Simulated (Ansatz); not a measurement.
## AlN: one atom moved along a line

The calculation used DFT PBE, scalar-relativistic, plane waves, PAW in Ansatz 0.2.0. Settings: plane waves to 420 eV, k-mesh 6×6×6 (Γ-centred), Gaussian smearing 0.05 eV. No spin polarisation. Energies are free energies at this smearing, counted from the undisturbed cell; pressure is positive in compression.

Reference structure (as given, not relaxed at this level; it stands at 4.9 GPa; this zinc-blende form isn't the usual structure):

```xyz
8
Lattice="4.3680 0.0000 0.0000 0.0000 -4.3680 0.0000 0.0000 0.0000 -4.3680" Properties=species:S:1:pos:R:3 pbc="T T T"
Al    0.0000   -2.1840   -2.1840
Al    2.1840    0.0000   -2.1840
Al    2.1840   -2.1840    0.0000
Al    0.0000    0.0000    0.0000
N     3.2760   -3.2760   -3.2760
N     1.0920   -1.0920   -3.2760
N     1.0920   -3.2760   -1.0920
N     3.2760   -1.0920   -1.0920
```

Atom 1 (Al) is moved by x along the Cartesian unit vector (0.707, 0.707, 0.000); the cell and all other atoms stay fixed.

| x (Å) | ΔE (meV/cell) | force along x on the moved atoms (eV/Å) | pressure (GPa) |
| --- | --- | --- | --- |
| -0.3000 | 998.1 | 7.01 | 8.2 |
| -0.1000 | 105.5 | 2.12 | 5.2 |
| 0.0000 | 0.0 | 0.00 | 4.9 |
| 0.0500 | 26.3 | -1.05 | 5.0 |
| 0.1500 | 239.4 | -3.24 | 5.7 |
| 0.2000 | 430.3 | -4.41 | 6.3 |
| 0.2500 | 681.7 | -5.66 | 7.1 |

By symmetry 0.3000 repeats -0.3000, -0.2000 repeats 0.2000, 0.1000 repeats -0.1000 in energy, with the opposite slope along the path.